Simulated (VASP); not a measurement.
Runs of VASP 6.6.1 on NbSi2. It takes space group P6_222 (No. 180, hexagonal). The conventional cell has a = 4.819 Å, b = 4.819 Å, c = 6.592 Å, α = 90.00°, β = 90.00°, γ = 120.00°. Nb (site symmetry 222) has 10 Si at 2.62 to 2.84 Å as nearest neighbours. Si (site symmetry 2) is surrounded by 5 Si at 2.57 to 2.84 Å and 5 Nb at 2.62 to 2.84 Å. 

| level | potentials or basis | k mesh | cutoff (eV) | gap on the mesh (eV) | pressure (GPa) | relaxed volume (Å³/atom) | largest force (eV/Å) |
| --- | --- | --- | --- | --- | --- | --- | --- |
| PBE | VASP PAW PBE potentials, release 64 (Nb_sv, Si) | 9 × 9 × 6 | 600 | none | -0.1 | 14.73 | - |
| LDA | VASP PAW LDA potentials, release 64 (Nb_sv, Si) | 9 × 9 × 6 | 600 | none | 0.1 | 14.15 | 0.01 |
| PBEsol | VASP PAW PBE potentials, release 64 (Nb_sv, Si) | 9 × 9 × 6 | 600 | none | 0.0 | (b) | 0.01 |
| PBE+D3(BJ) | VASP PAW PBE potentials, release 64 (Nb_sv, Si) | 9 × 9 × 6 | 600 | none | 0.0 | 14.20 | - |
| PBE | VASP PAW PBE potentials, release 64 (Nb_pv, Si) | 5 × 5 × 3 | 300 | none | 0.0 | (a) | - |

Alike in all rows: task relaxation of cell and atoms; no spin polarisation; cell relaxed; smearing methfessel-paxton 0.1 eV.

Task: Estimate the missing entries.

Result: (a) 14.78; (b) 14.38.

Caveats: the PAW data sets were made with another functional, which shifts forces and pressure a little (some runs); pairwise dispersion overbinds metals, which lowers pressure and volume (some runs); the cutoff is under 1.25 times the usual one of these potentials, so pressure, stress and relaxed cells hold a basis-set (Pulay) error (some runs).

A k mesh can miss the band edges, and the runs leave out spin-orbit coupling on Nb.

A gap of «none» marks a metal or a gap under the smearing width.

Not every run made on this cell is shown here.
